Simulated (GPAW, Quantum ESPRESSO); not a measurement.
The Cl K edge of atom 1 in LiCl (Fm-3m), with 6 Li at 2.56 Å (octahedral, site symmetry m-3m), was computed in 2 ways: full core hole (charged cell) and no core hole. Program and functional: GPAW, LDA, Gaussian full width 0.9 eV up to 4 eV, rising linearly to 3.5 eV at 25 eV; cells of 2 and 16 atoms (the run without a hole in the smaller).

Each run is counted from its own lowest empty level or Fermi level and scaled to a mean of 1 over its first 20 eV.

| E (eV) | run 1 | run 2 |
| --- | --- | --- |
| -2.0 | 0.00 | 0.00 |
| -1.0 | 0.00 | 0.00 |
| 0.0 | 0.03 | 0.02 |
| 1.0 | 0.23 | 0.37 |
| 2.0 | 1.33 | 0.80 |
| 3.0 | 1.45 | 0.96 |
| 4.0 | 2.60 | 2.64 |
| 5.0 | 3.78 | 3.21 |
| 6.0 | 1.19 | 2.07 |
| 7.0 | 0.24 | 0.86 |
| 8.0 | 0.41 | 0.98 |
| 9.0 | 0.47 | 0.55 |
| 10.0 | 0.38 | 0.40 |
| 11.0 | 0.42 | 0.38 |
| 12.0 | 0.46 | 0.54 |
| 13.0 | 0.63 | 0.68 |
| 14.0 | 0.80 | 0.80 |
| 15.0 | 1.00 | 0.94 |
| 16.0 | 1.15 | 1.02 |
| 17.0 | 1.14 | 0.92 |
| 18.0 | 0.94 | 0.77 |
| 19.0 | 0.80 | 0.74 |
| 20.0 | 0.83 | 0.74 |
| 21.0 | 0.90 | 0.79 |
| 22.0 | 0.99 | 0.89 |
| 23.0 | 1.06 | 0.95 |
| 24.0 | 1.03 | 0.89 |
| 25.0 | 0.93 | 0.79 |
| 26.0 | 0.91 | 0.76 |
| 27.0 | 0.99 | 0.81 |
| 28.0 | 1.12 | 0.90 |
| 29.0 | 1.23 | 0.99 |

The database entry behind the starting cell differs from later determinations by our own check (0.1 to 0.3 % short, probably kX units), so it need not match the best structure at ambient conditions.

**Question.** Which run is which?

Run 1: full core hole (charged cell) (area from −2 to 6 eV 10.3, main maxima 2.5 eV (1.87), 4.7 eV (3.96), 16.5 eV (1.17) and 23.2 eV (1.07)). Run 2: no core hole (area from −2 to 6 eV 9.1, main maxima 2.1 eV (0.82), 4.1 eV (2.65), 5.2 eV (3.35), 7.8 eV (0.99) and 16.0 eV (1.02)). With each curve scaled to its own mean, the area from −2 to 6 eV with the hole is 10.3 against 9.1, and the centre of weight from −1 to 20 eV moves by +0.1 eV (first and strongest maxima below 20 eV: 2.1 eV (0.82), 4.1 eV (2.65), 5.2 eV (3.35) and 16.0 eV (1.02) without the hole, 2.5 eV (1.87), 4.7 eV (3.96) and 16.5 eV (1.17) with it); the shape changes all the same, by 32 % r.m.s.

[Hosts, paths, dates, database ids (printed as entryN), source tags and the programs' standing remarks are cut or masked in the printed files.]

[Lists of maxima count a maximum above −3 eV only where it reaches 4 % of the highest in the window and stands out from its surroundings by 2 % of it (1.5 % where it reaches 55 %); shoulders and weaker maxima are passed over, and of the rest the first, up to two pre-edge ones and the few strongest are named.]
